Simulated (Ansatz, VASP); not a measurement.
# One calculation of BN, two programs

```
B N
1.0
     2.50567    0.00000    0.00000
    -1.25284    2.16998    0.00000
     0.00000    0.00000    6.50883
B N
2 2
Direct
  0.33333 0.66667 0.25000
  0.66667 0.33333 0.75000
  0.33333 0.66667 0.75000
  0.66667 0.33333 0.25000
```

Change from the starting cell: volume scaled by 0.96, ions relaxed.

Alike in both runs: task relaxation of the atoms; functional PBE; k mesh 13 × 13 × 5; occupations fermi-dirac, width 0.02 eV; no spin polarisation.

|  | VASP | Ansatz |
| --- | --- | --- |
| version | VASP 6.6.1 | Ansatz 0.2.0 |
| potentials or method | VASP PAW PBE potentials, release 64 (B, N) | plane-wave PAW, scalar-relativistic |
| plane-wave cutoff (eV) | 520 | 420 |
| valence electrons in the cell | 16 | 16 |

```csv
,VASP,Ansatz,Ansatz less VASP
"gap on the k mesh at the Fermi level, each at its own relaxed structure (eV)",4.26,4.26,+0.006
```

Ansatz warned: «stress_scf_threshold_loose».

Caveats: the relaxation stopped at its first step, so nothing moved; an odd mesh through Γ misses points on the zone boundary, where band edges often lie.
